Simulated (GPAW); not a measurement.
Here is a GPAW 26.7.0 calculation.

The input run.py:

```python
from ase import Atoms
from ase.dft.bandgap import bandgap
from ase.io import write
from ase.units import Bohr, GPa
from gpaw import GPAW, PW
from gpaw.elf import elf_from_dft_calculation

atoms = Atoms(['C'],
              cell=[[4.25517, 0.0, 0.0],
                    [0.0, 4.25517, 0.0],
                    [0.0, 0.0, 1.28229]],
              scaled_positions=[[0.5, 0.5, 0.5]],
              pbc=True)

calc = GPAW(mode=PW(800),
            xc='PBE',
            kpts={'size': (6, 6, 20), 'gamma': True},
            occupations={'name': 'fermi-dirac', 'width': 0.05},
            nbands=8,
            convergence={'density': 1e-05, 'energy': 1e-05},
            maxiter=150,
            txt='gpaw.txt')
atoms.calc = calc
energy = atoms.get_potential_energy()
forces = atoms.get_forces()
stress = atoms.get_stress()
calc.write('gs.gpw')
write('result.traj', atoms)
print(f'Energy: {energy:.6f} eV')
print('Forces (eV/A):')
print(forces.round(4))
print('Stress (GPa):', (stress / GPa).round(3))
print('Fermi level:', round(calc.get_fermi_level(), 4), 'eV')
print(f'Gap: {bandgap(calc)[0]:.4f} eV, direct: {bandgap(calc, direct=True)[0]:.4f} eV')

# fields on the real-space grid
write('density.cube', atoms, data=calc.get_pseudo_density() * Bohr**3)
write('potential.cube', atoms, data=calc.get_electrostatic_potential())
write('elf.cube', atoms, data=elf_from_dft_calculation(calc).data)
```

Potentials or basis: GPAW PAW data sets (gpaw-data 1.2.1), pw.

Launch:

```bash
$ OMP_NUM_THREADS=1 python run.py
```

Problem. Estimate the pressure.

Solution. 0.1 GPa.

Problem. Estimate the band gap on the k mesh.

Solution. None (metal or under the smearing width).

Stress tensor (GPa, compression positive):
```
-0.62  0.00  0.00
 0.00 -0.62  0.00
 0.00  0.00  1.59
```
